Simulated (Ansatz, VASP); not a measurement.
One calculation of MgS, two programs

INCAR

```
SYSTEM = MgS
  ALGO = Normal
  EDIFF = 1E-7
  ENCUT = 520
  ISIF = 2
  ISMEAR = -1
  LASPH = .TRUE.
  LCHARG = .FALSE.
  LREAL = .FALSE.
  LWAVE = .FALSE.
  NBANDS = 11
  NELM = 80
  PREC = Accurate
  SIGMA = 0.05
```

The input KPOINTS:

```
k-points
0
G
  8 8 8
  0 0 0
```

POSCAR

```
MgS
1.0
    0.0000000000      2.8518829780      2.8518829780
    2.8518829780      0.0000000000      2.8518829780
    2.8518829780      2.8518829780      0.0000000000
S Mg
1 1
Direct
    0.2500000000      0.2500000000      0.2500000000
    0.0000000000      0.0000000000      0.0000000000
```

File input.yaml:

```yaml
crystal:
  lattice:
    - [0.0, 2.851882978, 2.851882978]
    - [2.851882978, 0.0, 2.851882978]
    - [2.851882978, 2.851882978, 0.0]
  atoms:
    - { symbol: S, position: [0.25, 0.25, 0.25] }
    - { symbol: Mg, position: [0.0, 0.0, 0.0] }
kpoints:
  mp_grid: { grid: [8, 8, 8] }
scf:
  occupations: { method: fermi_dirac, width: 0.05 }
hamiltonian:
  xc: lda
  pseudopotentials: { kind: all_electron, lapw: { basis_error: 0.001 } }
output:
  forces: true
  stress: true
  eigenvalues: true
```

Change from the starting cell: volume scaled by 1.02.

Alike in both runs: task single point; functional LDA; k mesh 8 × 8 × 8; occupations fermi-dirac, width 0.05 eV; no spin polarisation.

|  | VASP | Ansatz |
| --- | --- | --- |
| version | VASP 6.6.1 | Ansatz 0.2.0 |
| potentials or method | VASP PAW LDA potentials, release 64 (S, Mg) | all-electron LAPW, scalar-relativistic |
| plane-wave cutoff (eV) | 520 | see its input |

VASP gave:

- gap on the k mesh at the Fermi level (eV): 3.09
- least direct gap on the mesh (eV): 3.09
- pressure (GPa): -3.5

Question: What did Ansatz give for the same quantities?

Answer: gap on the k mesh at the Fermi level (eV): 3.08; least direct gap on the mesh (eV): 3.08; pressure (GPa): -3.2.

Ansatz ran all-electron here, so the differences hold the error of VASP's frozen core and of both bases.
